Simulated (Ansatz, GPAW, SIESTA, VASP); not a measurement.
One calculation of SrO, 4 ways

```
CELL_PARAMETERS angstrom
0.00000 2.56630 2.56630
2.56630 0.00000 2.56630
2.56630 2.56630 0.00000
ATOMIC_POSITIONS crystal
Sr 0.50000 0.50000 0.50000
O 0.00000 0.00000 0.00000
```

Alike in all runs: task band structure; functional revPBE; k mesh 9 × 9 × 9; occupations fermi-dirac, width 0.05 eV; no spin polarisation; no spin-orbit coupling. Pressure is positive in compression and, in plane waves, holds the error of the finite cutoff.

```tsv
program and potentials	plane-wave cutoff (eV)	notes	band gap (eV)	pressure (GPa)
SIESTA, files PseudoDojo sr-pbe-0.4.1-standard, DZP (energy shift 0.003 Ry; two zetas on semicore shells; d shell added on Sr)	-	atomic basis; potentials made for PBE	3.41	6.27
VASP, PBE PAW files O, Sr_sv, 520 eV	520	potentials made for PBE	3.41	6.20
GPAW, the program's PAW data sets (release 1.2.1) made for this functional	800	-	3.51	6.09
Ansatz, all-electron LAPW, scalar-relativistic	-	-	3.46	5.58
```

The band gap spans 3.41 (VASP, PBE PAW files O, Sr_sv, 520 eV) to 3.51 eV (GPAW, the program's PAW data sets (release 1.2.1) made for this functional), with all-electron results at 3.46. The pressure spans 5.58 (Ansatz, all-electron LAPW, scalar-relativistic) to 6.27 GPa (SIESTA, files PseudoDojo sr-pbe-0.4.1-standard, DZP (energy shift 0.003 Ry; two zetas on semicore shells; d shell added on Sr)), with all-electron results at 5.58. Rows in atomic bases carry the error of their basis and grid, which can be large.

The functional is the same throughout but for its coding, so the spread measures potentials, basis and numerics; runs on potential files found faulty are left out.
